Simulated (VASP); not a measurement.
# InSb in VASP: one cell, several levels of theory

Aim: gap, levels, forces and stress of InSb (zincblende), under -1.0 % strain along z alone at fixed geometry. Runs: PBE, r2SCAN.

The runs shown are made with VASP 6.6.1. PAW datasets, plane waves. No spin polarisation and no zero-point or thermal motion.

### Step 1. The cell

The cell comes from an earlier relaxation with r2SCAN in another program, then strained, with the atoms relaxed again.

It is tetragonal, I-4m2 (No. 119); conventional cell a = 4.638 Å, c = 6.493 Å, 34.92 Å³ an atom. Around In lie 4 Sb at 2.83 Å; around Sb lie 4 In at 2.83 Å.

Coordinates:

```
CELL_PARAMETERS angstrom
0.00000 3.27951 3.24672
3.27951 0.00000 3.24672
3.27951 3.27951 0.00000
ATOMIC_POSITIONS crystal
In 0.00000 0.00000 0.00000
Sb 0.25000 0.25000 0.25000
```

### Step 2. PBE

Input file INCAR:

```
ENCUT = 520.000000
SIGMA = 0.020000
EDIFF = 1.00e-07
GGA = PE
PREC = Accurate
IBRION = -1
ISIF = 2
ISMEAR = -1
NBANDS = 16
NELM = 120
NSW = 0
LASPH = .TRUE.
LCHARG = .TRUE.
LELF = .TRUE.
LWAVE = .FALSE.
LREAL = .FALSE.
```

Input file KPOINTS:

```
KPOINTS created by Atomic Simulation Environment
0
Gamma
6 6 6
0 0 0
```

Input file KPOINTS_OPT:

```
special points
7
Reciprocal
0.0000000000 0.0000000000 0.0000000000 1
-0.5000000000 -0.5000000000 0.0000000000 1
-0.3750000000 -0.3750000000 0.2500000000 1
-0.3750000000 0.0000000000 0.3750000000 1
0.0000000000 0.0000000000 0.5000000000 1
-0.5000000000 -0.2500000000 0.2500000000 1
-0.0087890000 0.0000000000 -0.0087890000 1
```

Input file POSCAR:

```
In Sb
 1.0000000000000000
     0.0000000000000000    3.2795130174999998    3.2467178874000000
     3.2795130174999998    0.0000000000000000    3.2467178874000000
     3.2795130174999998    3.2795130174999998    0.0000000000000000
 In  Sb
   1   1
Cartesian
  0.0000000000000000  0.0000000000000000  0.0000000000000000
  1.6397565087499997  1.6397565087499997  1.6233589436999996
```

The run uses the recommended PBE PAW datasets (18 valence electrons a neutral cell).

Launch:

```bash
$ mpirun -np 1 vasp_std
```

### Step 3. r2SCAN at this geometry

Input file INCAR:

```
ENCUT = 520.000000
SIGMA = 0.020000
EDIFF = 1.00e-07
ALGO = Normal
METAGGA = R2SCAN
PREC = Accurate
IBRION = -1
ISIF = 2
ISMEAR = -1
NBANDS = 16
NELM = 120
NSW = 0
LASPH = .TRUE.
LCHARG = .FALSE.
LWAVE = .FALSE.
LREAL = .FALSE.
```

KPOINTS is that of step 2.

KPOINTS_OPT is that of step 2.

POSCAR is that of step 2.

**Question.** What will these runs give? Wanted: for each run, gap; pressure.

**Answer**, as computed:

| level | gap (eV) | pressure (GPa) |
| --- | --- | --- |
| PBE | 0.00 | 1.88 |
| r2SCAN | 0.04 | 0.41 |

What this shows: The gap runs from 0.00 eV (PBE) to 0.04 eV (r2SCAN). Spin-orbit coupling is left out, though the cell holds Sb (Z = 51); in an element this heavy it can shift bands and gaps by tenths of an eV. The pressure is highest with PBE (1.9 GPa) and lowest with r2SCAN (0.4 GPa), which orders the cells that they would relax to.
